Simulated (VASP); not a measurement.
Crystal: KF.

```xyz
2
Lattice="0.0000 2.6544 2.6544 2.6544 0.0000 2.6544 2.6544 2.6544 0.0000" Properties=species:S:1:pos:R:3 pbc="T T T"
K     0.0000    0.0000    0.0000
F     2.6544    2.6544    2.6544
```

The cell is a database's computed one.

| Quantity | Value |
| --- | --- |
| Program | VASP 6.6.1 |
| Task | relaxation of cell and atoms |
| Functional | LDA |
| Potentials or basis | VASP PAW LDA potentials, release 64 (K_sv, F) |
| Cutoff | 600 eV |
| k mesh | 8 × 8 × 8 |
| Occupations | gaussian, width 0.02 eV |
| Spin | no spin polarisation |

At the start: pressure -3.0 GPa; volume 18.70 Å³/atom.

Q: Where does the relaxation end?

A: Over 4 steps the energy falls by 14.3 meV/atom and the volume is 17.25 Å³/atom (-7.8 %); space group Fm-3m (No. 225, to 0.05 Å).

Step by step:
```csv
step,energy change (eV),largest force (eV/Å),pressure (GPa),volume (Å³)
1,0.0000,0.0000,-2.97,37.41
2,-0.0244,0.0000,-1.26,35.56
3,-0.0286,0.0000,0.18,34.35
4,-0.0287,0.0000,0.00,34.49
```

Final structure:
```
K F
1.0
     0.00000    2.58366    2.58366
     2.58366    0.00000    2.58366
     2.58366    2.58366    0.00000
K F
1 1
Direct
  0.00000 0.00000 0.00000
  0.50000 0.50000 0.50000
```
